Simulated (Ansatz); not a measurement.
Telling polymorphs of BaTiO3 apart by ¹³⁷Ba

Computed with Ansatz: DFT, PBE, plane waves and PAW, scalar-relativistic, 420 eV cutoff. Q(¹³⁷Ba) = 236.0 mb, I = 3/2. The cells come from the COD and the Materials Project (computed, not necessarily observed phases), with the atoms as given or relaxed (PBE, cell held). Calculated pressures reach 5 GPa in size in them. Spin–orbit coupling is left out, which moves gradients at and beside heavy atoms (Ba) by some per cent and at some sites by far more.

Q: Rank the structures by their largest ¹³⁷Ba |C_Q|, smallest first.
A.
BaTiO3
Space group R3m:H (No. 160); a = 5.6553, c = 6.9532 Å, γ = 120.00°.

| site | Wyckoff | site symmetry | x | y | z |
| --- | --- | --- | --- | --- | --- |
| Ba | 3a | 3m | 0.0000 | 0.0000 | 0.9980 |
| Ti | 3a | 3m | 0.0000 | 0.0000 | 0.4864 |
| O | 9b | .m | 0.1645 | 0.3289 | 0.3456 |
B.
BaTiO3
Space group Amm2 (No. 38); a = 3.9841, b = 5.6741, c = 5.6916 Å.

| site | Wyckoff | site symmetry | x | y | z |
| --- | --- | --- | --- | --- | --- |
| Ba | 2a | mm2 | 0.0000 | 0.0000 | 0.0067 |
| Ti | 2b | mm2 | 0.5000 | 0.0000 | 0.5203 |
| O3 | 2a | mm2 | 0.0000 | 0.0000 | 0.4918 |
| O4 | 4e | m.. | 0.5000 | 0.7545 | 0.7387 |
C.
BaTiO3
Space group Pm-3m (No. 221); a = 4.0077 Å.

| site | Wyckoff | site symmetry | x | y | z |
| --- | --- | --- | --- | --- | --- |
| Ba | 1b | m-3m | 0.5000 | 0.5000 | 0.5000 |
| Ti | 1a | m-3m | 0.0000 | 0.0000 | 0.0000 |
| O | 3d | 4/mm.m | 0.5000 | 0.0000 | 0.0000 |
D.
BaTiO3
Space group P4mm (No. 99); a = 3.9998, c = 4.0180 Å.

| site | Wyckoff | site symmetry | x | y | z |
| --- | --- | --- | --- | --- | --- |
| Ba | 1a | 4mm | 0.0000 | 0.0000 | 0.9970 |
| Ti | 1b | 4mm | 0.5000 | 0.5000 | 0.4827 |
| O3 | 1b | 4mm | 0.5000 | 0.5000 | 0.0223 |
| O4 | 2c | 2mm. | 0.5000 | 0.0000 | 0.5130 |

A: C (0 MHz), A (1.76 MHz), B (3.15 MHz), D (3.96 MHz).
